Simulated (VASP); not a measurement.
# SnTe (Fm-3m) in VASP: further runs

Runs on SnTe. Level: PBE. Tasks: single point.

Everything below comes from runs of VASP 6.6.1. Logs are shortened: lines on timing, memory, paths and dates and some standing lists are left out, and cuts for length are marked.

**1. The structure**

It takes space group Fm-3m (No. 225, cubic). Conventional cell: a = 6.302 Å, b = 6.302 Å, c = 6.302 Å, α = 90.00°, β = 90.00°, γ = 90.00°. Te (site symmetry m-3m) has 6 Sn at 3.15 Å as nearest neighbours. Sn (site symmetry m-3m) has 6 Te at 3.15 Å as nearest neighbours.

**2. Single point, PBE**

Contents of INCAR:

```
SYSTEM = SnTe
ADDGRID  = .False.      
ALGO     = Normal         ! electronic algorithm
EDIFF    = 1E-7           ! SCF threshold, eV
ENCUT    = 340            ! plane-wave cutoff, eV
GGA      = PE             ! functional
ISIF     = 2              ! what is computed and relaxed
ISMEAR   = 0              ! smearing method
LASPH    = .True.         ! aspherical terms in the spheres
LCHARG   = .False.        ! write CHGCAR
LREAL    = .False.        ! projectors in reciprocal space
LWAVE    = .False.        ! write WAVECAR
NELM     = 100            ! most SCF steps
PREC     = Accurate       ! precision mode
SIGMA    = 0.05           ! smearing width, eV
```

Contents of KPOINTS:

```
k-points
0
Gamma
  4 4 4
  0 0 0
```

Contents of POSCAR:

```
SnTe
1.0
    0.0000000000      3.1508500000      3.1508500000
    3.1508500000      0.0000000000      3.1508500000
    3.1508500000      3.1508500000      0.0000000000
Te Sn
1 1
Direct
    0.5000000000      0.5000000000      0.5000000000
    0.0000000000      0.0000000000      0.0000000000
```

Potentials or basis: VASP PAW PBE potentials, release 64 (Te, Sn_d).

Run with:

```sh
cat potpaw_PBE.64/Te/POTCAR potpaw_PBE.64/Sn_d/POTCAR > POTCAR
mpirun -np 1 vasp_std > vasp.out
```

OUTCAR:

```text
SYSTEM = SnTe
   EDIFF = 1E-7
   ENCUT = 340
   GGA = PE
   ISIF = 2
   ISMEAR = 0
   LASPH = .True.
   LREAL = .False.
   NELM = 100
   PREC = Accurate

 Found      8 irreducible k-points:

 Following reciprocal coordinates:
            Coordinates               Weight
  0.000000  0.000000  0.000000      1.000000
  0.250000  0.000000  0.000000      8.000000
  0.500000  0.000000  0.000000      4.000000
  0.250000  0.250000  0.000000      6.000000
  0.500000  0.250000  0.000000     24.000000
 -0.250000  0.250000  0.000000     12.000000
   k-points           NKPTS =      8   k-points in BZ     NKDIM =      8   number of bands    NBANDS=     14
   number of dos      NEDOS =    301   number of ions     NIONS =      2
   total plane-waves  NPLWV =  21952
   dimension x,y,z NGX =    28 NGY =   28 NGZ =   28
   dimension x,y,z NGXF=    56 NGYF=   56 NGZF=   56
   ions per type =               1   1
   NGX,Y,Z   is equivalent  to a cutoff of  10.45, 10.45, 10.45 a.u.
   NGXF,Y,Z  is equivalent  to a cutoff of  20.89, 20.89, 20.89 a.u.
 SYSTEM =  SnTe
   PREC   = accura    normal or accurate (medium, high low for compatibility)
   ISTART =      0    job   : 0-new  1-cont  2-samecut
   ICHARG =      2    charge: 1-file 2-atom 10-const
   ISPIN  =      1    spin polarized calculation?
   LNONCOLLINEAR =      F non collinear calculations
   LSORBIT =      F    spin-orbit coupling
   LASPH  =      T    aspherical Exc in radial PAW
   ENCUT  =  340.0 eV  24.99 Ry    5.00 a.u.   6.70  6.70  6.70*2*pi/ulx,y,z
   NELM   =    100;   NELMIN=  2; NELMDL= -5     # of ELM steps
   EDIFF  = 0.1E-06   stopping-criterion for ELM
   LREAL  =      F    real-space projection
   EDIFFG = 0.1E-05   stopping-criterion for IOM
   NSW    =      0    number of steps for IOM
   IBRION =     -1    ionic relax: 0-MD 1-quasi-New 2-CG
   NFREE  =      0    steps in history (QN), initial steepest desc. (CG)
   ISIF   =      2    stress and relaxation
   ISYM   =      2    0-nonsym 1-usesym 2-fastsym
   POTIM  = 0.5000    time-step for ionic-motion
   TEBEG  =    0.0;   TEEND  =   0.0 temperature during run
   PSTRESS=    0.0 pullay stress
   NELECT =      20.0000    total number of electrons
   NUPDOWN=      -1.0000    fix difference up-down
   EMIN   =  10.00;   EMAX   =-10.00  energy-range for DOS
   EFERMI =   0.00;   METHOD = LEGACY
   ISMEAR =     0;   SIGMA  =   0.05  broadening in eV -4-tet -1-fermi 0-gaus
   EFERMI_NEDOS =   21; number of points for ismear=-14 and -15
   IALGO  =     38    algorithm
   IMIX   =      4    mixing-type and parameters
     AMIX     =   0.40;   BMIX     =  1.00
     AMIX_MAG =   1.60;   BMIX_MAG =  1.00
  volume/ion in A,a.u.               =      31.28       211.10
  Fermi-wavevector in a.u.,A,eV,Ry     =   1.119387  2.115336 17.048485  1.253028
  Thomas-Fermi vector in A             =   2.256026
   LORBIT       =      0    0 simple, 1 ext, 2 COOP (PROOUT), +10 PAW based schemes
   GGA     = PE    functional components
   LHFCALC =     F    Hartree Fock is set to
   AEXX    =    0.0000 exact exchange contribution
   IVDW    =     0    specifies the selected vdW correction
   LEPSILON=     F    determine dielectric tensor
   LRPA    =     F    only Hartree local field effects (RPA)
 non-spin polarized calculation
 Gauss-broadening in eV      SIGMA  =   0.05
  energy-cutoff  :      340.00
  volume of cell :       62.56
 maximum number of plane-waves:       896
 NGX is ok and might be reduce to    28
   NGX = 13   NGY = 13   NGZ = 13

 number of electron      19.9999990 magnetization

 Free energy of the ion-electron system (eV)
  ---------------------------------------------------
  ext. energy  EPLUGINS =         0.00000000
  ---------------------------------------------------
  free energy    TOTEN  =        -7.54086744 eV

  energy without entropy =       -7.53943986  energy(sigma->0) =       -7.54015365

 E-fermi :   6.9912     XC(G=0):  -9.5162

 val. band max:        6.9436721070   @ k =   0.5000   0.0000   0.0000
 cond. band min:       7.0387634835   @ k =   0.5000   0.0000   0.0000
 fundamental gap:      0.0950913765
 Fermi energy:         6.9912177952

 k-point     1 :       0.0000    0.0000    0.0000
  band No.  band energies     occupation
      1     -14.9889      2.00000
      2     -14.9889      2.00000
      3     -14.9818      2.00000
      4     -14.9818      2.00000
      5     -14.9818      2.00000
      6      -5.8775      2.00000
      7       2.2480      2.00000
      8       4.7868      2.00000
      9       4.7868      2.00000
     10       4.7868      2.00000
     11      10.2866      0.00000
     12      10.2866      0.00000
     13      10.2866      0.00000
     14      11.6924      0.00000

 k-point     2 :       0.2500    0.0000    0.0000
  band No.  band energies     occupation
      1     -14.9916      2.00000
      2     -14.9916      2.00000
      3     -14.9806      2.00000
      4     -14.9784      2.00000
      5     -14.9784      2.00000
      6      -5.3768      2.00000
      7       0.2596      2.00000
      8       4.8930      2.00000
      9       4.8930      2.00000
     10       5.9814      2.00000
     11       8.5080      0.00000
     12       8.5080      0.00000
     13       8.5741      0.00000
     14      12.0588      0.00000

 k-point     3 :       0.5000    0.0000    0.0000
  band No.  band energies     occupation
      1     -14.9940      2.00000
      2     -14.9940      2.00000
      3     -14.9800      2.00000
      4     -14.9746      2.00000
      5     -14.9746      2.00000
      6      -4.6006      2.00000
      7      -1.4016      2.00000
      8       5.1225      2.00000
      9       5.1225      2.00000
     10       6.9437      1.82131
     11       7.0388      0.17869
     12       7.3058      0.00000
     13       7.3058      0.00000
     14      14.7038      0.00000

 k-point     4 :       0.2500    0.2500    0.0000
  band No.  band energies     occupation
      1     -14.9968      2.00000
      2     -14.9867      2.00000
      3     -14.9835      2.00000
      4     -14.9762      2.00000
      5     -14.9762      2.00000
      6      -5.2194      2.00000
      7       0.5789      2.00000
      8       3.8758      2.00000
      9       3.8758      2.00000
     10       4.8983      2.00000
     11       8.9673      0.00000
     12       9.9327      0.00000
     13      10.8084      0.00000
     14      10.8084      0.00000

 k-point     5 :       0.5000    0.2500    0.0000
  band No.  band energies     occupation
      1     -14.9998      2.00000
      2     -14.9889      2.00000
      3     -14.9814      2.00000
      4     -14.9745      2.00000
      5     -14.9730      2.00000
      6      -4.4726      2.00000
      7      -0.6853      2.00000
      8       2.8031      2.00000
      9       3.8633      2.00000
     10       4.4703      2.00000
     11       9.5748      0.00000
     12       9.5779      0.00000
     13      11.0222      0.00000
     14      11.1780      0.00000

 k-point     6 :      -0.2500    0.2500    0.0000
  band No.  band energies     occupation
      1     -14.9945      2.00000
      2     -14.9925      2.00000
      3     -14.9784      2.00000
      4     -14.9764      2.00000
      5     -14.9760      2.00000
      6      -4.7164      2.00000
      7      -0.6405      2.00000
      8       2.8367      2.00000
      9       4.9246      2.00000
     10       5.9280      2.00000
     11       7.8603      0.00000
     12       8.1073      0.00000
     13      11.0662      0.00000
     14      12.8914      0.00000

 [... further k-points ...]

------------------------ aborting loop because EDIFF is reached ----------------------------------------

  FORCE on cell =-STRESS in cart. coord.  units (eV):
  Direction    XX          YY          ZZ          XY          YZ          ZX
  --------------------------------------------------------------------------------------
  -------------------------------------------------------------------------------------
  Total        0.5437736      0.5437736      0.5437736     -0.0000000      0.0000000     -0.0000000
  in kB       13.9256522     13.9256522     13.9256522     -0.0000000      0.0000000     -0.0000000
  external PRESSURE =      13.9256522 kB  Pullay stress =       0.0000000 kB

 VOLUME and BASIS-vectors are now :
 -----------------------------------------------------------------------------
  energy-cutoff  :      340.00
  volume of cell :       62.56
      direct lattice vectors                 reciprocal lattice vectors
     0.000000000  3.150850000  3.150850000    -0.158687338  0.158687338  0.158687338
     3.150850000  0.000000000  3.150850000     0.158687338 -0.158687338  0.158687338
     3.150850000  3.150850000  0.000000000     0.158687338  0.158687338 -0.158687338

 POSITION                                       TOTAL-FORCE (eV/Angst)
 -----------------------------------------------------------------------------------
      3.15085      3.15085      3.15085        -0.000000      0.000000     -0.000000
      0.00000      0.00000      0.00000         0.000000     -0.000000      0.000000
 -----------------------------------------------------------------------------------
    total drift:                               -0.000000      0.000000      0.000000

  FREE ENERGIE OF THE ION-ELECTRON SYSTEM (eV)
  ---------------------------------------------------
  free  energy   TOTEN  =        -7.5408674368 eV

  energy  without entropy=       -7.5394398585  energy(sigma->0) =       -7.54015365
```

Run time: 5.1 s. Hardware: 1 thread of Intel Xeon Platinum 8488C (Sapphire Rapids), shared host; peak memory 0.14 GiB.

The run converged, but some of its settings lie outside the range that counts as converged, so its numbers aren't taken as properties of the crystal.

Results:

| Quantity | Value |
| --- | --- |
| Free energy | -7.5409 eV |
| Pressure | 1.4 GPa |
| Band gap on the k mesh | 0.10 eV, direct |

Caveat: the k mesh is coarse (spacing up to 0.43 Å⁻¹), so the values aren't converged; spin-orbit coupling is left out, which moves the levels of the heavy elements.

**3. Single point, PBE**

Edit INCAR of step 2 so:

```diff
@@ -4,3 +4,3 @@
 EDIFF    = 1E-7           ! SCF threshold, eV
-ENCUT    = 340            ! plane-wave cutoff, eV
+ENCUT    = 650            ! plane-wave cutoff, eV
 GGA      = PE             ! functional
```

Contents of KPOINTS:

```
k-points
0
Gamma
  3 3 3
  0 0 0
```

POSCAR is that of step 2.

Potentials or basis: VASP PAW PBE potentials, release 64 (Te, Sn_d).

Run with:

```sh
cat potpaw_PBE.64/Te/POTCAR potpaw_PBE.64/Sn_d/POTCAR > POTCAR
mpirun -np 1 vasp_std > vasp.out
```

It took 9.5 s on 1 thread of Intel Xeon Platinum 8488C (Sapphire Rapids), shared host; peak memory 0.22 GiB.

These settings aren't checked as converged: the numbers below hold their error.

What came out:

| Item | Value |
| --- | --- |
| Free energy | -7.6331 eV |
| Pressure | 2.3 GPa |

Caveat: the k mesh is coarse (spacing up to 0.58 Å⁻¹), so the values aren't converged; this odd mesh misses L, where the gap lies, so gap, dielectric constants and Born charges aren't listed.
